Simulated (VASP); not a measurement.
# Pb (Fm-3m) in VASP: a series of runs

Runs on Pb. Level: PBEsol. Tasks: relaxation of cell and atoms.

Everything below comes from runs of VASP 6.6.1. Logs are shortened: lines on timing, memory, paths and dates and some standing lists are left out, and cuts for length are marked.

## Step 1: Starting point

The structure is cubic, space group Fm-3m (No. 225). The conventional cell has a = 4.950 Å, b = 4.950 Å, c = 4.950 Å, α = 90.00°, β = 90.00°, γ = 90.00°. Pb (site symmetry m-3m) is surrounded by 12 Pb at 3.50 Å.

## Step 2: Relaxation of cell and atoms, PBEsol

Contents of INCAR:

```
SYSTEM = Pb
ALGO = Normal
EDIFF = 1E-6
EDIFFG = -0.01
ENCUT = 600
GGA = PS
IBRION = 2
ISIF = 3
ISMEAR = 1
LASPH = .TRUE.
LCHARG = .FALSE.
LREAL = .FALSE.
LWAVE = .FALSE.
NELM = 80
NSW = 90
PREC = Accurate
SIGMA = 0.1
```

Contents of KPOINTS:

```
k-points
0
G
  16 16 16
  0 0 0
```

Contents of POSCAR:

```
Pb
1.0
    0.0000000000      2.4750200000      2.4750200000
    2.4750200000      0.0000000000      2.4750200000
    2.4750200000      2.4750200000      0.0000000000
Pb
1
Direct
    0.0000000000      0.0000000000      0.0000000000
```

Potentials or basis: VASP PAW PBE potentials, release 64 (Pb_d).

Run with:

```console
$ cat potpaw_PBE.64/Pb_d/POTCAR > POTCAR
$ mpirun -np 1 vasp_std > vasp.out
```

OUTCAR:

```text
SYSTEM = Pb
   EDIFF = 1E-6
   EDIFFG = -0.01
   ENCUT = 600
   GGA = PS
   IBRION = 2
   ISIF = 3
   ISMEAR = 1
   LASPH = .TRUE.
   LREAL = .FALSE.
   NELM = 80
   NSW = 90
   PREC = Accurate

 ion  position               nearest neighbor table
   1  0.000  0.000  0.000-

  LATTYP: Found a face centered cubic cell.
 ALAT       =     4.9500400000

  Lattice vectors:

 A1 = (   0.0000000000,   2.4750200000,   2.4750200000)
 A2 = (   2.4750200000,   0.0000000000,   2.4750200000)
 A3 = (   2.4750200000,   2.4750200000,   0.0000000000)

Analysis of symmetry for initial positions (statically):
=====================================================================
 Subroutine PRICEL returns:
 Original cell was already a primitive cell.

 Routine SETGRP: Setting up the symmetry group for a
 face centered cubic supercell.

 Subroutine GETGRP returns: Found 48 space group operations
 (whereof 48 operations were pure point group operations)
 out of a pool of 48 trial point group operations.

The static configuration has the point symmetry O_h .

Analysis of symmetry for dynamics (positions and initial velocities):
=====================================================================
 Subroutine PRICEL returns:
 Original cell was already a primitive cell.

 Routine SETGRP: Setting up the symmetry group for a
 face centered cubic supercell.

 Subroutine GETGRP returns: Found 48 space group operations
 (whereof 48 operations were pure point group operations)
 out of a pool of 48 trial point group operations.

The dynamic configuration has the point symmetry O_h .

 Subroutine INISYM returns: Found 48 space group operations
 (whereof 48 operations are pure point group operations),
 and found     1 'primitive' translations

----------------------------------------------------------------------------------------

                                     Primitive cell

  volume of cell :      30.3226

  direct lattice vectors                    reciprocal lattice vectors
     0.000000000  2.475020000  2.475020000    -0.202018570  0.202018570  0.202018570
     2.475020000  0.000000000  2.475020000     0.202018570 -0.202018570  0.202018570
     2.475020000  2.475020000  0.000000000     0.202018570  0.202018570 -0.202018570

  length of vectors
     3.500206851  3.500206851  3.500206851     0.349906427  0.349906427  0.349906427

  position of ions in fractional coordinates (direct lattice)
     0.000000000  0.000000000  0.000000000

  ion indices of the primitive-cell ions
   primitive index   ion index
[... 90 lines left out ...]
   IALGO  =     38    algorithm
   IMIX   =      4    mixing-type and parameters
     AMIX     =   0.40;   BMIX     =  1.00
     AMIX_MAG =   1.60;   BMIX_MAG =  1.00
  volume/ion in A,a.u.               =      30.32       204.63
  Fermi-wavevector in a.u.,A,eV,Ry     =   1.265306  2.391081 21.782907  1.600999
  Thomas-Fermi vector in A             =   2.398566
   LORBIT       =      0    0 simple, 1 ext, 2 COOP (PROOUT), +10 PAW based schemes
   GGA     = PS    functional components
   LHFCALC =     F    Hartree Fock is set to
   AEXX    =    0.0000 exact exchange contribution
   IVDW    =     0    specifies the selected vdW correction
   LEPSILON=     F    determine dielectric tensor
   LRPA    =     F    only Hartree local field effects (RPA)
 conjugate gradient relaxation of ions
 non-spin polarized calculation
 Methfessel and Paxton  Order N= 1 SIGMA  =   0.10
  energy-cutoff  :      600.00
  volume of cell :       30.32
 maximum number of plane-waves:      1036
   NGX = 13   NGY = 13   NGZ = 13

--------------------------------------- Ionic step        1  -------------------------------------------

 number of electron      13.9999999 magnetization

 Free energy of the ion-electron system (eV)
  ---------------------------------------------------
  ext. energy  EPLUGINS =         0.00000000
  ---------------------------------------------------
  free energy    TOTEN  =        -4.00095351 eV

  energy without entropy =       -4.00077929  energy(sigma->0) =       -4.00089543

------------------------ aborting loop because EDIFF is reached ----------------------------------------

  FORCE on cell =-STRESS in cart. coord.  units (eV):
  Direction    XX          YY          ZZ          XY          YZ          ZX
  --------------------------------------------------------------------------------------
  -------------------------------------------------------------------------------------
  Total       -0.1148896     -0.1148896     -0.1148896     -0.0000000     -0.0000000     -0.0000000
  in kB       -6.0705099     -6.0705099     -6.0705099     -0.0000000     -0.0000000     -0.0000000
  external PRESSURE =      -6.0705099 kB  Pullay stress =       0.0000000 kB
[... 57 lines left out ...]
--------------------------------------- Ionic step        3  -------------------------------------------

 number of electron      13.9999999 magnetization

 Free energy of the ion-electron system (eV)
  ---------------------------------------------------
  ext. energy  EPLUGINS =         0.00000000
  ---------------------------------------------------
  free energy    TOTEN  =        -4.00164013 eV

  energy without entropy =       -4.00151227  energy(sigma->0) =       -4.00159751

 E-fermi :   7.2984     XC(G=0): -10.3997

 val. band max:        7.2723995599   @ k =  -0.4375   0.3750   0.1875
 cond. band min:       7.3368191611   @ k =  -0.3125   0.3125   0.1250
 fundamental gap:      0.0644196013
 Fermi energy:         7.2983630701

 k-point     1 :       0.0000    0.0000    0.0000
  band No.  band energies     occupation
      1      -9.7626      2.00000
      2      -9.7626      2.00000
      3      -9.7626      2.00000
      4      -9.6154      2.00000
      5      -9.6154      2.00000
      6      -4.6159      2.00000
      7      14.7419      0.00000
      8      14.7419      0.00000
      9      14.7419      0.00000
     10      17.0071      0.00000
     11      18.7055      0.00000
[... 309 lines left out ...]
 k-point    24 :      -0.0625    0.0625    0.0000
  band No.  band energies     occupation
      1      -9.7656      2.00000
      2      -9.7494      2.00000
      3      -9.7429      2.00000
      4      -9.6226      2.00000
      5      -9.6100      2.00000
      6      -4.4126      2.00000
      7      12.9194      0.00000
      8      13.7580      0.00000
      9      14.8271      0.00000
     10      16.8137      0.00000
     11      19.2819      0.00000

 [... further k-points ...]
[... 5 lines left out ...]
  --------------------------------------------------------------------------------------
  -------------------------------------------------------------------------------------
  Total        0.0004034      0.0004034      0.0004034     -0.0000000      0.0000000     -0.0000000
  in kB        0.0215744      0.0215744      0.0215744     -0.0000000      0.0000000     -0.0000000
  external PRESSURE =       0.0215744 kB  Pullay stress =       0.0000000 kB
[... 16 lines left out ...]
  FREE ENERGIE OF THE ION-ELECTRON SYSTEM (eV)
  ---------------------------------------------------
  free  energy   TOTEN  =        -4.0016401255 eV

  energy  without entropy=       -4.0015122697  energy(sigma->0) =       -4.00159751

 reached required accuracy - stopping structural energy minimisation
```

Wall time 38 s (1 thread of Intel Xeon 6975P-C (Granite Rapids), shared host); peak memory 0.2 GiB.

Results:

```yaml
Free_energy: -4.0016 eV
Relaxed_volume: 29.96 Å³/atom
Relaxed_cell: a = 3.486 Å, b = 3.486 Å, c = 3.486 Å, α = 60.00°, β = 60.00°, γ = 60.00°
Space_group_after_relaxing_to_0.05_Å: Fm-3m (No. 225)
Energy_gained_by_relaxing: 0.7 meV/atom
Ionic_steps: 3
Pressure_after_relaxing: 0.0 GPa
Band_gap_on_the_k_mesh: none (metal or under the smearing width)
```

Step by step:
```csv
step,energy change (eV),largest force (eV/Å),pressure (GPa),volume (Å³)
1,0.0000,0.0000,-0.61,30.32
2,-0.0006,0.0000,0.24,29.82
3,-0.0007,0.0000,0.00,29.96
```

Final structure:
```
Pb
1.0
     0.00000    2.46509    2.46509
     2.46509    0.00000    2.46509
     2.46509    2.46509    0.00000
Pb
1
Direct
  0.00000 0.00000 0.00000
```

Caveat: the PAW data sets were made with another functional, which shifts forces and pressure a little. Spin-orbit coupling is left out, which matters for the levels of Pb.

## Step 3: Relaxation of cell and atoms, PBEsol

This run uses another cell than the first one, of 29.96 Å³/atom, 0.988 times its volume.

INCAR, as its differences from that of step 2:

```diff
@@ -2,4 +2,4 @@
 ALGO = Normal
-EDIFF = 1E-6
-EDIFFG = -0.01
+EDIFF = 1E-7
+EDIFFG = -0.005
 ENCUT = 600
```

KPOINTS is that of step 2.

Contents of POSCAR:

```
Pb                                      
1.0
   -0.0000000000      2.4650908958      2.4650908958
    2.4650908958      0.0000000000      2.4650908958
    2.4650908958      2.4650908958      0.0000000000
  Pb            
     1
Direct
     0.0000000000000000    0.0000000000000000    0.0000000000000000
```

Potentials or basis: VASP PAW PBE potentials, release 64 (Pb_d).

Run with:

```console
$ cat potpaw_PBE.64/Pb_d/POTCAR > POTCAR
$ mpirun -np 1 vasp_std > vasp.out
```

It took 20 s on 1 thread of Intel Xeon 6975P-C (Granite Rapids), shared host; peak memory 0.2 GiB.

Results (log left out):

* Free energy: -4.0016 eV
* Pressure after relaxing: 0.0 GPa
* Band gap on the k mesh: none (metal or under the smearing width)

Final structure:
```
CELL_PARAMETERS angstrom
0.00000 2.46509 2.46509
2.46509 0.00000 2.46509
2.46509 2.46509 0.00000
ATOMIC_POSITIONS crystal
Pb 0.00000 0.00000 0.00000
```

Levels at points of the mesh, in eV from the Fermi level:
```tsv
k point	band 4	band 5	band 6	band 7	band 8	band 9	band 10	band 11
(0.00, 0.00, 0.00)	-16.91	-16.91	-11.91	7.44	7.44	7.44	9.71	11.41
(0.50, 0.00, 0.00)	-16.77	-16.77	-8.21	-4.34	5.58	5.58	9.17	9.51
(0.50, 0.50, 0.00)	-16.74	-16.74	-6.77	-3.40	1.99	1.99	5.34	6.62
```

Caveat: the relaxation stopped at its first step, so nothing moved; the PAW data sets were made with another functional, which shifts forces and pressure a little.
